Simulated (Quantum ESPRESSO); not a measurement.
## LiH: zone-centre phonons and dielectric response under several settings

```xyz
2
Lattice="0.0000 2.0368 2.0368 2.0368 0.0000 2.0368 2.0368 2.0368 0.0000" Properties=species:S:1:pos:R:3 pbc="T T T"
Li    0.0000    0.0000    0.0000
H     2.0368    2.0368    2.0368
```

All runs used Quantum ESPRESSO 7.5; k mesh 6 × 6 × 6, shifted; relaxed cell; no spin polarisation; cutoff 612 eV; occupations smeared at first, fixed for the response.

```tsv
level	potentials	volume (Å³/atom)	lowest optical mode without the field (cm⁻¹)	highest mode with the field (cm⁻¹)	ε∞ (mean)	ε0 (mean)	Born charge of atom 1 (e)	sum of the Born charges (e)
PBE	GBRV 1.5 PBE	?	?	?	?	?	?	?
LDA	GBRV 1.5 LDA	7.46	653	1107	4.54	13.0	0.99	0.02
```

Q: What stands in the row left open?

A: Volume 8.04 Å³/atom; lowest optical mode without the field 587 cm⁻¹; highest mode with the field 1084 cm⁻¹; ε∞ 4.19; ε0 14.3; Born charge of atom 1 1.01 e; sum of the Born charges 0.01 e.
